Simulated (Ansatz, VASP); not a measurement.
# Two plane-wave programs on Al

```
CELL_PARAMETERS angstrom
0.00000 2.05434 2.08470
2.05434 0.00000 2.08470
2.05434 2.05434 0.00000
ATOMIC_POSITIONS crystal
Al 0.00000 0.00000 0.00000
```

Change from the starting cell: strain +0.015 along x and y, +0.030 along z, atoms carried along.

Alike in both runs: task single point; functional PBEsol; k mesh 20 × 20 × 20; occupations gaussian, width 0.15 eV; no spin polarisation.

|  | VASP | Ansatz |
| --- | --- | --- |
| version | VASP 6.6.1 | Ansatz 0.2.0 |
| potentials or method | VASP PAW PBE potentials, release 64 (Al) | scalar-relativistic, plane waves, PAW |
| plane-wave cutoff (eV) | 520 | 420 |
| valence electrons in the cell | 3 | 3 |

|  | VASP | Ansatz | Ansatz less VASP |
| --- | --- | --- | --- |
| gap on the k mesh at the Fermi level (eV) | none | none | - |
| pressure (GPa) | -5.6 | -5.6 | -0.04 |
| largest component of the traceless stress (GPa) | 0.36 | 0.37 | +0.004 |

A gap of «none» marks a metal or a gap that the smearing closes.

Caveats: the PAW data sets were made with another functional, which shifts forces and pressure a little (VASP).
